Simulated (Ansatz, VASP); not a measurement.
One calculation of GaAs, two programs

```
CELL_PARAMETERS angstrom
0.00000 2.83787 2.83787
2.83787 0.00000 2.83787
2.83787 2.83787 0.00000
ATOMIC_POSITIONS crystal
Ga 0.00000 0.00000 0.00000
As 0.75000 0.75000 0.75000
```

Alike in both runs: functional PBE; dispersion D3(BJ); k mesh 12 × 12 × 12; occupations gaussian, width 0.02 eV; no spin polarisation.

Ansatz relaxed the structure, and its values are those at the end. VASP's run is a single point on that final structure, the one shown.

|  | VASP | Ansatz |
| --- | --- | --- |
| version | VASP 6.6.1 | Ansatz 0.2.0 |
| potentials or method | VASP PAW PBE potentials, release 64 (Ga_d, As) | scalar-relativistic, plane waves, PAW |
| plane-wave cutoff (eV) | 520 | 420 |
| valence electrons in the cell | 18 | 28 |

|  | VASP | Ansatz | Ansatz less VASP |
| --- | --- | --- | --- |
| gap on the k mesh at the Fermi level (eV) | 0.43 | 0.43 | -0.004 |
| least direct gap on the mesh (eV) | 0.43 | 0.43 | -0.004 |
| pressure (GPa) | 0.2 | 0.0 | -0.17 |

The two sets of potentials don't hold the same shells in valence.
